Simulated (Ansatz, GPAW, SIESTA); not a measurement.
## Si: programs and potentials compared

```xyz
1
Lattice="-1.6269 1.6269 1.3203 1.6269 -1.6269 1.3203 1.6269 1.6269 -1.3203" Properties=species:S:1:pos:R:3 pbc="T T T"
Si    0.0000    0.0000    0.0000
```

This isn't the form of Si at room conditions, which is diamond.

Alike in all runs: task band structure; functional LDA; k mesh 13 × 13 × 13; occupations fermi-dirac, width 0.05 eV; no spin polarisation; no spin-orbit coupling. LDA stands for any of its common fits. Pressure is positive in compression and, in plane waves, holds the error of the finite cutoff, which Ansatz's Pulay term estimates and takes out.

| program and potentials | plane-wave cutoff (eV) | notes | pressure (GPa) |
| --- | --- | --- | --- |
| Ansatz, Ansatz PAW | 420 | potentials made for PBE, which Ansatz adapts in part; Pulay term of +0.05 GPa included | -0.26 |
| Ansatz, all-electron LAPW, scalar-relativistic | - | - | -0.22 |
| SIESTA, files PseudoDojo sr-lda-0.4.1-standard, DZP (energy shift 0.003 Ry) | - | atomic basis | 0.53 |
| GPAW, the program's PAW data sets (release 1.2.1) made for this functional | 600 | - | 0.36 |

The pressure spans -0.26 (Ansatz, Ansatz PAW) to 0.53 GPa (SIESTA, files PseudoDojo sr-lda-0.4.1-standard, DZP (energy shift 0.003 Ry)), with all-electron results at -0.22. Rows in atomic bases carry the error of their basis and grid, which can be large.

The functional is the same throughout but for its coding, so the spread measures potentials, basis and numerics; runs on potential files found faulty are left out.
